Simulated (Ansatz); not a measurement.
Something may be wrong with this Ansatz 0.2.0 calculation of InP.

File input.yaml:

```yaml
crystal:
  lattice:
    - [0.0, 2.9305, 2.9305]
    - [2.9305, 0.0, 2.9305]
    - [2.9305, 2.9305, 0.0]
  atoms:
    - { symbol: In, position: [0.0, 0.0, 0.0] }
    - { symbol: P, position: [0.75, 0.75, 0.75] }
hamiltonian:
  xc: revpbe
  pseudopotentials: { kind: paw, source: jth }
  dispersion: d3bj
kpoints:
  mp_grid: { grid: [8, 8, 8] }
scf:
  occupations: { method: gaussian, width: 0.15 }
  max_iter: 80
output:
  forces: true
  stress: true
  eigenvalues: true
  bader: true
  populations: intrinsic
magnetization:
  spin_polarized: [1, 2]
```

Potentials or basis: JTH PAW.

Launch:

```console
$ ansatz run input.yaml --threads 1 --pin off --max-ram 2560MiB --backend cpu --events-out ev --progress --plain --runs-dir out
```

Output:

```text
Error: YAML parse error: error: line 25 column 19: expected string scalar
  --> <input>:25:19
   |
23 |   populations: intrinsic
24 | magnetization:
25 |   spin_polarized: [1, 2]
   |                   ^ expected string scalar
```

Question: How did it end, and where is the flaw?

Answer: The input was rejected before any iteration. The input holds a flaw that was put in on purpose: a value of the wrong type (magnetization.spin_polarized = [1, 2]).
